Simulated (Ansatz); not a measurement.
A run of Ansatz 0.2.0:

Contents of input.yaml:

```yaml
crystal:
  lattice:
    - [3.076, 0.0, 0.0]
    - [-1.538, 2.663894142, 0.0]
    - [0.0, 0.0, 5.048]
  atoms:
    - { symbol: Si, position: [0.6666666667, 0.3333333333, 0.5] }
    - { symbol: Si, position: [0.3333333333, 0.6666666667, 0.0] }
    - { symbol: C, position: [0.6666666667, 0.3333333333, 0.885] }
    - { symbol: C, position: [0.3333333333, 0.6666666667, 0.385] }
hamiltonian:
  xc: pbesol
  pseudopotentials: { kind: paw }
  dispersion: d3bj
kpoints:
  mp_grid: { grid: [10, 10, 5] }
scf:
  occupations: { method: fermi_dirac, width: 0.05 }
output:
  forces: true
  stress: true
relax:
  f_tol: 0.01
  max_steps: 40
  cell: { stress_tol: 0.05 }
```

Potentials or basis: Ansatz PAW.

Command:

```bash
$ ansatz run input.yaml --threads 2 --pin off --max-ram 5632MiB --backend cpu --events-out ev --progress --plain --runs-dir out
```

Hardware: 2 threads of Intel(R) Xeon(R) Processor @ 2.50GHz (Skylake/Cascade Lake), with other jobs on the host.

Estimate the wall time of this run.

It took 17 s on 2 threads of Intel(R) Xeon(R) Processor @ 2.50GHz (Skylake/Cascade Lake) (shared host), peak memory 0.36 GiB. Counts: scf iterations 36, plane waves 785, k points 42, bands 12, ion steps 8.
